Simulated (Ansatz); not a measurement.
TaSi2: band structure with LDA

TaSi2:

```
Ta Si
1.0
     4.78390    0.00000    0.00000
    -2.39195    4.14298    0.00000
     0.00000    0.00000    6.57000
Ta Si
3 6
Cartesian
  -1.1960 2.0715 2.1900
  1.1960 2.0715 4.3800
  2.3920 0.0000 0.0000
  1.1407 0.6586 2.1900
  -1.2512 3.4844 4.3800
  2.3920 2.8258 0.0000
  1.2512 3.4844 2.1900
  3.6432 0.6586 4.3800
  0.0000 1.3172 0.0000
```

* Program: Ansatz 0.2.0
* Task: band structure
* Functional: LDA
* Potentials or basis: Ansatz PAW
* Cutoff: 420 eV (not typed: the program's choice for these potentials)
* k mesh: 7 × 7 × 4
* Occupations: fermi-dirac, width 0.05 eV
* Spin: no spin polarisation
* Path: [["G", "M", "K", "G", "A", "L", "H", "A"], ["L", "M"], ["K", "H"]]
* Points for each segment of the path: 10

| Property | Result |
| --- | --- |
| Pressure | -5.7 GPa |
| Largest force | 0.071 eV/Å |
| Band gap on the k mesh | none (metal or under the smearing width) |

Forces in eV/Å, atoms in the order of the input:
```
Ta   0.000  0.000  0.000
Ta   0.000  0.000  0.000
Ta   0.000  0.000  0.000
Si   0.061  0.035  0.000
Si   0.061 -0.035  0.000
Si   0.000 -0.071  0.000
Si  -0.061 -0.035  0.000
Si  -0.061  0.035  0.000
Si   0.000  0.071  0.000
```

Stress tensor (GPa, compression positive):
```
-5.82  0.00  0.00
 0.00 -5.82  0.00
 0.00  0.00 -5.42
```

Levels at the corners of the path, in eV from the Fermi level:
| point | band 29 | band 30 | band 31 | band 32 | band 33 | band 34 | band 35 | band 36 |
| --- | --- | --- | --- | --- | --- | --- | --- | --- |
| Γ | -2.38 | -2.15 | -2.15 | -1.39 | 0.74 | 3.00 | 3.00 | 3.39 |
| M | -1.08 | -0.73 | -0.08 | -0.02 | 0.87 | 1.19 | 1.57 | 1.96 |
| K | -1.70 | -1.70 | 0.36 | 0.36 | 0.56 | 2.10 | 2.10 | 2.24 |
| Γ | -2.38 | -2.15 | -2.15 | -1.39 | 0.74 | 3.00 | 3.00 | 3.39 |
| A | -1.93 | -1.70 | -1.70 | 1.13 | 1.13 | 2.60 | 2.60 | 3.40 |
| L | -2.01 | -1.81 | -0.68 | -0.26 | 1.55 | 1.94 | 2.50 | 2.56 |
| H | -0.74 | -0.74 | -0.15 | -0.15 | 0.93 | 1.60 | 1.60 | 2.28 |
| A | -1.93 | -1.70 | -1.70 | 1.13 | 1.13 | 2.60 | 2.60 | 3.40 |
| L | -2.01 | -1.81 | -0.68 | -0.26 | 1.55 | 1.94 | 2.50 | 2.56 |
| M | -1.08 | -0.73 | -0.08 | -0.02 | 0.87 | 1.19 | 1.57 | 1.96 |
| K | -1.70 | -1.70 | 0.36 | 0.36 | 0.56 | 2.10 | 2.10 | 2.24 |
| H | -0.74 | -0.74 | -0.15 | -0.15 | 0.93 | 1.60 | 1.60 | 2.28 |

It took 23 s on 4 threads of AMD EPYC (Zen 3), on a shared host, peak memory 0.67 GiB.

Caveat: spin-orbit coupling is left out, which moves the levels of the heavy elements; the PAW data sets come from PBE, with cores solved anew for the run's functional, which leaves a small shift of forces and pressure.
